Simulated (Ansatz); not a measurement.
GaSb:

```
CELL_PARAMETERS angstrom
-2.75343 2.75343 1.59071
2.75343 -2.75343 1.59071
2.75343 2.75343 -1.59071
ATOMIC_POSITIONS crystal
Sb 0.00000 0.00000 0.00000
Ga 0.75000 0.25000 0.50000
```

Measurements of this composition are mostly on another form, of space group No. 216.

| Quantity | Value |
| --- | --- |
| Program | Ansatz 0.2.0 |
| Task | relaxation of cell and atoms |
| Functional | PBEsol |
| Potentials or basis | all-electron LAPW, scalar-relativistic |
| Basis error allowed | 0.001 eV/atom |
| k mesh | 10 × 10 × 10 |
| Occupations | fermi-dirac, width 0.05 eV |
| Spin | no spin polarisation |

At the start: volume 24.12 Å³/atom.

Question: How do energy, volume and symmetry change on relaxing?

Answer: Over 5 steps the energy falls by 12.5 meV/atom and the volume is 22.86 Å³/atom (-5.2 %); space group I-4m2 (No. 119, to 0.05 Å).

The path:
```csv
step,energy change (eV),largest force (eV/Å),volume (Å³)
1,0.0000,0.0000,48.24
2,-0.0196,0.0000,44.60
3,-0.0249,0.0000,45.83
4,-0.0250,0.0000,45.71
5,-0.0250,0.0000,45.71
```

Final structure:
```
Sb Ga
1.0
    -2.71747    2.71747    1.54760
     2.71747   -2.71747    1.54760
     2.71747    2.71747   -1.54760
Sb Ga
1 1
Direct
  0.00000 0.00000 0.00000
  0.75000 0.25000 0.50000
```
